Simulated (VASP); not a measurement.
# CdTe (F-43m) in VASP: notebook, part 3 of 3

VASP 6.6.1.

**4. Relaxation of cell and atoms, LDA**

This run uses another cell than the first one, of 33.12 Å³/atom, 0.938 times its volume.

INCAR reads:

```
SYSTEM = CdTe
  PREC = Accurate
  ENCUT = 600
  EDIFF = 1E-7
  ISMEAR = 0
  SIGMA = 0.03
  LREAL = .FALSE.
  LASPH = .TRUE.
  NELM = 80
  ALGO = Normal
  ISIF = 3
  LWAVE = .FALSE.
  LCHARG = .FALSE.
  IBRION = 2
  NSW = 90
  EDIFFG = -0.005
```

KPOINTS reads:

```
regular mesh
0
G
  8 8 8
  0 0 0
```

POSCAR reads:

```
CdTe                                    
1.0
    0.0000000000      3.2114991918      3.2114991918
    3.2114991918     -0.0000000000      3.2114991918
    3.2114991918      3.2114991918      0.0000000000
  Cd              Te            
     1     1
Direct
     1.0000000000000000    1.0000000000000000    1.0000000000000000
     0.2500000000000000    0.2500000000000000    0.2500000000000000
```

Potentials or basis: VASP PAW LDA potentials, release 64 (Cd, Te).

On the command line:

```console
$ cat potpaw_LDA.64/Cd/POTCAR potpaw_LDA.64/Te/POTCAR > POTCAR
$ mpirun -np 1 vasp_std > vasp.out
```

OUTCAR:

```text
SYSTEM = CdTe
   PREC = Accurate
   ENCUT = 600
   EDIFF = 1E-7
   ISMEAR = 0
   LREAL = .FALSE.
   LASPH = .TRUE.
   NELM = 80
   ISIF = 3
   IBRION = 2
   NSW = 90
   EDIFFG = -0.005

 ion  position               nearest neighbor table
   1  0.000  0.000  0.000-   2 2.78   2 2.78   2 2.78   2 2.78
   2  0.250  0.250  0.250-   1 2.78   1 2.78   1 2.78   1 2.78

  LATTYP: Found a face centered cubic cell.
 ALAT       =     6.4229983836

  Lattice vectors:

 A1 = (   0.0000000000,   3.2114991918,   3.2114991918)
 A2 = (   3.2114991918,   0.0000000000,   3.2114991918)
 A3 = (   3.2114991918,   3.2114991918,   0.0000000000)

Analysis of symmetry for initial positions (statically):
=====================================================================
 Subroutine PRICEL returns:
 Original cell was already a primitive cell.

 Routine SETGRP: Setting up the symmetry group for a
 face centered cubic supercell.

 Subroutine GETGRP returns: Found 24 space group operations
 (whereof 24 operations were pure point group operations)
 out of a pool of 48 trial point group operations.

The static configuration has the point symmetry T_d .

Analysis of symmetry for dynamics (positions and initial velocities):
=====================================================================
 Subroutine PRICEL returns:
 Original cell was already a primitive cell.

 Routine SETGRP: Setting up the symmetry group for a
[... 232 lines left out ...]
  ext. energy  EPLUGINS =         0.00000000
  ---------------------------------------------------
  free energy    TOTEN  =        -6.05089667 eV

  energy without entropy =       -6.05089667  energy(sigma->0) =       -6.05089667

 E-fermi :   2.5685     XC(G=0):  -9.0703

 val. band max:        2.4229381107   @ k =   0.0000   0.0000   0.0000
 cond. band min:       3.0623054801   @ k =   0.0000   0.0000   0.0000
 fundamental gap:      0.6393673694
 Fermi energy:         2.5684560446

 k-point     1 :       0.0000    0.0000    0.0000
  band No.  band energies     occupation
      1      -8.9852      2.00000
      2      -5.9727      2.00000
      3      -5.9727      2.00000
      4      -5.9727      2.00000
      5      -5.6869      2.00000
      6      -5.6869      2.00000
      7       2.4229      2.00000
      8       2.4229      2.00000
      9       2.4229      2.00000
     10       3.0623      0.00000
     11       6.9041      0.00000
     12       6.9041      0.00000
     13       6.9041      0.00000
[... 354 lines left out ...]
  band No.  band energies     occupation
      1      -8.4879      2.00000
      2      -5.8768      2.00000
      3      -5.8623      2.00000
      4      -5.7055      2.00000
      5      -5.6817      2.00000
      6      -5.2162      2.00000
      7      -2.0373      2.00000
      8       0.2144      2.00000
      9       1.0637      2.00000
     10       5.5989      0.00000
     11       6.8577      0.00000
     12       8.3385      0.00000
     13       9.5428      0.00000

 [... further k-points ...]

------------------------ aborting loop because EDIFF is reached ----------------------------------------

  FORCE on cell =-STRESS in cart. coord.  units (eV):
  Direction    XX          YY          ZZ          XY          YZ          ZX
  --------------------------------------------------------------------------------------
  -------------------------------------------------------------------------------------
  Total        0.0005107      0.0005107      0.0005107     -0.0000000     -0.0000000     -0.0000000
  in kB        0.0123713      0.0123713      0.0123713     -0.0000000     -0.0000000     -0.0000000
  external PRESSURE =       0.0123713 kB  Pullay stress =       0.0000000 kB
[... 17 lines left out ...]
  FREE ENERGIE OF THE ION-ELECTRON SYSTEM (eV)
  ---------------------------------------------------
  free  energy   TOTEN  =        -6.0508966668 eV

  energy  without entropy=       -6.0508966668  energy(sigma->0) =       -6.05089667

 reached required accuracy - stopping structural energy minimisation
```

OSZICAR:

```text
N       E                     dE             d eps       ncg     rms          rms(c)
DAV:   1     0.114047829211E+03    0.11405E+03   -0.90787E+03   762   0.135E+03
DAV:   2    -0.141868086093E+01   -0.11547E+03   -0.11087E+03   824   0.297E+02
DAV:   3    -0.624191543418E+01   -0.48232E+01   -0.48059E+01   949   0.626E+01
[... 21 lines left out ...]
DAV:   2    -0.605091163613E+01    0.13293E-03   -0.37434E-04   809   0.316E-01    0.304E-02
DAV:   3    -0.605089892182E+01    0.12714E-04   -0.32228E-05   809   0.617E-02    0.253E-02
DAV:   4    -0.605089681565E+01    0.21062E-05   -0.33399E-06   819   0.156E-02    0.493E-03
DAV:   5    -0.605089667424E+01    0.14141E-06   -0.37886E-07   754   0.859E-03    0.332E-03
DAV:   6    -0.605089666682E+01    0.74172E-08   -0.85884E-08   377   0.309E-03
   3 F= -.60508967E+01 E0= -.60508967E+01  d E =-.261876E-04
```

CONTCAR:

```text
CdTe
   1.00000000000000
    -0.0000000000000000    3.2097955501436823    3.2097955501436823
     3.2097955501436823    0.0000000000000000    3.2097955501436823
     3.2097955501436823    3.2097955501436823   -0.0000000000000000
  Cd              Te
     1     1
Direct
     0.0000000000000000    0.0000000000000000    0.0000000000000000
     0.2500000000000000    0.2500000000000000    0.2500000000000000

  0.00000000E+00  0.00000000E+00  0.00000000E+00
  0.00000000E+00  0.00000000E+00  0.00000000E+00
```

It took 34 s on 1 thread of Intel Xeon Platinum 8375C at 2.90GHz (Ice Lake), shared host; peak memory 0.2 GiB.

What came out:

```yaml
Free_energy: -6.0509 eV
Relaxed_volume: 33.07 Å³/atom
Relaxed_cell: a = 4.539 Å, b = 4.539 Å, c = 4.539 Å, α = 60.00°, β = 60.00°, γ = 60.00°
Space_group_after_relaxing_to_0.05_Å: F-43m (No. 216)
Energy_gained_by_relaxing: 0.0 meV/atom
Ionic_steps: 3
Pressure_after_relaxing: 0.0 GPa
Band_gap_on_the_k_mesh: 0.64 eV, direct
```

Final structure:
```
CELL_PARAMETERS angstrom
0.00000 3.20980 3.20980
3.20980 0.00000 3.20980
3.20980 3.20980 0.00000
ATOMIC_POSITIONS crystal
Cd 0.00000 0.00000 0.00000
Te 0.25000 0.25000 0.25000
```

Caveat: spin-orbit coupling is left out, which moves the levels of the heavy elements. LDA gaps usually lie below the measured ones, often by a third to a half.

**5. Relaxation of cell and atoms, r2SCAN**

This run uses another cell than the first one, of 32.92 Å³/atom, 0.933 times its volume.

INCAR reads:

```
PREC     = Accurate       # precision mode
ENCUT    = 600            # plane-wave cutoff, eV
EDIFF    = 1E-6           # SCF threshold, eV
ISMEAR   = 0              # smearing method
SIGMA    = 0.03           # smearing width, eV
LREAL    = False          # projectors in reciprocal space
LASPH    = True           # aspherical terms in the spheres
NELM     = 80             # most SCF steps
ALGO     = Normal         # electronic algorithm
ISIF     = 3              # what is computed and relaxed
LWAVE    = False          # write WAVECAR
LCHARG   = False          # write CHGCAR
METAGGA  = R2SCAN         # meta-GGA
LMIXTAU  = True         
IBRION   = 2              # ionic algorithm
NSW      = 90             # ionic steps
EDIFFG   = -0.01          # ionic threshold
```

KPOINTS reads:

```
regular mesh
0
Gamma
  8 8 8
```

POSCAR reads:

```
CdTe
1.0
    0.0000000000      3.2050000000      3.2050000000
    3.2050000000      0.0000000000      3.2050000000
    3.2050000000      3.2050000000      0.0000000000
Cd Te
1 1
Direct
    0.0000000000      0.0000000000      0.0000000000
    0.2500000000      0.2500000000      0.2500000000
```

Potentials or basis: VASP PAW PBE potentials, release 64 (Cd, Te).

On the command line:

```console
$ cat potpaw_PBE.64/Cd/POTCAR potpaw_PBE.64/Te/POTCAR > POTCAR
$ mpirun -np 1 vasp_std > vasp.out
```

It took 5 min on 1 thread of AMD EPYC 9R14 (Zen 4), shared host; peak memory 0.22 GiB.

Results (log left out):

| Item | Value |
| --- | --- |
| Free energy | -46.6444 eV |
| Relaxed volume | 35.30 Å³/atom |
| Relaxed cell | a = 4.639 Å, b = 4.639 Å, c = 4.639 Å, α = 60.00°, β = 60.00°, γ = 60.00° |
| Space group after relaxing (to 0.05 Å) | F-43m (No. 216) |
| Energy gained by relaxing | 23.1 meV/atom |
| Ionic steps | 3 |
| Pressure after relaxing | 0.0 GPa |
| Band gap on the k mesh | 1.15 eV, direct |

The path:
```tsv
step	energy change (eV)	largest force (eV/Å)	pressure (GPa)	volume (Å³)
1	0.0000	0.0000	3.32	65.84
2	-0.0398	0.0000	-1.02	72.57
3	-0.0462	0.0000	0.01	70.60
```

Final structure:
```
CELL_PARAMETERS angstrom
0.00000 3.28041 3.28041
3.28041 0.00000 3.28041
3.28041 3.28041 0.00000
ATOMIC_POSITIONS crystal
Cd 0.00000 0.00000 0.00000
Te 0.25000 0.25000 0.25000
```

Levels at points of the mesh, in eV from the valence-band top:
```
           k point  band 5  band 6  band 7  band 8  band 9  band 10  band 11  band 12  band 13
(0.00, 0.00, 0.00)   -8.19   -8.19    0.00    0.00    0.00     1.15     5.06     5.06     5.06
(0.50, 0.00, 0.00)   -8.18   -7.84   -4.28   -0.74   -0.74     2.19     5.60     5.60     7.38
(0.50, 0.50, 0.00)   -8.16   -7.70   -4.17   -1.79   -1.79     2.96     2.99     9.25     9.63
```

Caveat: the PAW data sets were made with another functional, which shifts forces and pressure a little; spin-orbit coupling is left out, which moves the levels of the heavy elements. Zero-point motion and thermal expansion aren't in these numbers.
